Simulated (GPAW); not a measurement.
Wanted: an ASE script for a GPAW 26.7.0 run.

```
Task                : dielectric tensor
Functional          : PBE
Potentials or basis : GPAW PAW data sets (gpaw-data 1.2.1)
Cutoff              : 450 eV
Basis               : pw
k mesh              : 8 × 8 × 2
Occupations         : fermi-dirac, width 0.001 eV
Spin                : no spin polarisation
Hubbard terms       : Mo d U = 2.0 eV
Response ecut       : 80 eV
Maxiter             : 150
Response k mesh     : 12 × 12 × 3
Response bands      : 74
Kernels             : ["RPA"]
Coarser k mesh      : 12 × 12 × 3
```

The system is MoS2.

```
Mo S
1.0
     3.16900    0.00000    0.00000
    -1.58450    2.74443    0.00000
     0.00000    0.00000   12.32400
Mo S
2 4
Direct
  0.66667 0.33333 0.75000
  0.33333 0.66667 0.25000
  0.66667 0.33333 0.37700
  0.33333 0.66667 0.87700
  0.66667 0.33333 0.12300
  0.33333 0.66667 0.62300
```

These files were run (other wordings do the same):

run.py

```python
import numpy as np
from ase import Atoms
from ase.dft.bandgap import bandgap
from ase.io import write
from gpaw import GPAW, PW
from gpaw.response.df import DielectricFunction

atoms = Atoms(['Mo', 'Mo', 'S', 'S', 'S', 'S'],
              cell=[[3.169, 0.0, 0.0],
                    [-1.5845, 2.7444345046, 0.0],
                    [0.0, 0.0, 12.324]],
              scaled_positions=[[0.6666666667, 0.3333333333, 0.75],
                                [0.3333333333, 0.6666666667, 0.25],
                                [0.6666666667, 0.3333333333, 0.377],
                                [0.3333333333, 0.6666666667, 0.877],
                                [0.6666666667, 0.3333333333, 0.123],
                                [0.3333333333, 0.6666666667, 0.623]],
              pbc=True)

calc = GPAW(mode=PW(450),
            xc='PBE',
            kpts={'size': (8, 8, 2), 'gamma': True},
            occupations={'name': 'fermi-dirac', 'width': 0.001},
            setups={'Mo': ':d,2.0'},
            nbands=46,
            convergence={'density': 1e-06},
            maxiter=150,
            txt='gpaw.txt')
atoms.calc = calc
energy = atoms.get_potential_energy()
calc.write('gs.gpw')
write('result.traj', atoms)
print(f'Energy: {energy:.6f} eV')
print('Fermi level:', round(calc.get_fermi_level(), 4), 'eV')
print(f'Gap: {bandgap(calc)[0]:.4f} eV, direct: {bandgap(calc, direct=True)[0]:.4f} eV')

for size in [(12, 12, 3)]:
    name = 'x'.join(str(n) for n in size)
    dense = calc.fixed_density(kpts={'size': size, 'gamma': True},
                               nbands=80, convergence={'bands': 74, 'eigenstates': 1e-7},
                               update_fermi_level=True, txt=f'dense-{name}.txt')
    dense.write(f'{name}.gpw', mode='all')
    df = DielectricFunction(f'{name}.gpw', frequencies=np.array([0.0]), hilbert=False, eta=0.001,
                            ecut=80, nbands=74, intraband=False, txt=f'df-{name}.txt')
    for xc in ['RPA']:
        for direction in ['x', 'y', 'z', [0, 1, 1], [1, 0, 1], [1, 1, 0]]:
            e0, e = df.get_macroscopic_dielectric_constant(xc=xc, direction=direction)
            print(f'{name} {xc} {direction}: {e0:.4f} without, {e:.4f} with local fields')
```

Potentials or basis: GPAW PAW data sets (gpaw-data 1.2.1), pw.

Command:

```console
$ OMP_NUM_THREADS=1 python run.py
```

Results of the run:

| Item | Value |
| --- | --- |
| Band gap on the k mesh | 1.01 eV, indirect (least direct gap 1.84 eV) |
| Electronic dielectric tensor (diagonal) | 13.57, 13.57, 5.89 |

Caveat: the long-wavelength limit can be off by several per cent where d states take part; response on these states lacks terms of the Hamiltonian; an odd mesh through Γ misses points on the zone boundary, where band edges often lie.

Wall time 5.1 min on 1 thread of Arm Neoverse V2, with other jobs on the host, peak memory 0.56 GiB.
